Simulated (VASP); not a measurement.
A run of VASP 6.6.1 is set up as follows.

INCAR

```
SYSTEM = Bi2Te3
PREC = Accurate
ENCUT = 520
EDIFF = 1E-6
ISMEAR = 0
SIGMA = 0.01
LREAL = .False.
LASPH = .True.
NELM = 100
ALGO = Fast
ISIF = 2
LWAVE = .False.
LCHARG = .False.
GGA = PE
NBANDS = 32
```

KPOINTS

```
Automatic mesh
0
Gamma
  5 5 5
  0 0 0
```

File POSCAR:

```
Bi2Te3
1.0
    2.0927661223      1.2082590840      9.9799756574
   -2.3488597927      1.2213913838     10.0351537570
   -0.1166739300     -2.6448679423     10.0351537570
Bi Te
2 3
Direct
    0.2158572457      0.1863102783      0.1863102783
    0.5743164207      0.6036199949      0.6036199949
    0.3947701022      0.3951119123      0.3951119123
    0.7027462550      0.8396926035      0.8396926035
    0.0873099764     -0.0497347891     -0.0497347891
```

Potentials or basis: VASP PAW PBE potentials, release 64 (Bi_d, Te).

Command:

```bash
$ cat potpaw_PBE.64/Bi_d/POTCAR potpaw_PBE.64/Te/POTCAR > POTCAR
$ mpirun -np 1 vasp_std > vasp.out
```

Problem. Predict the largest force.

Solution. 0.015 eV/Å.

Problem. What does it give for the band gap on the k mesh?

Solution. 0.03 eV, indirect (least direct gap 0.16 eV).

Problem. Estimate the pressure.

Solution. 0.4 GPa.

Forces in eV/Å, atoms in the order of the input:
```
Bi  -0.012 -0.007 -0.004
Bi   0.012  0.007  0.002
Te   0.002  0.001  0.000
Te   0.008  0.005 -0.003
Te  -0.010 -0.006  0.005
```

Caveat: spin-orbit coupling is left out, which as a rule narrows the gap of such compounds by several tenths of an eV; an odd mesh through Γ misses points on the zone boundary, where band edges often lie.
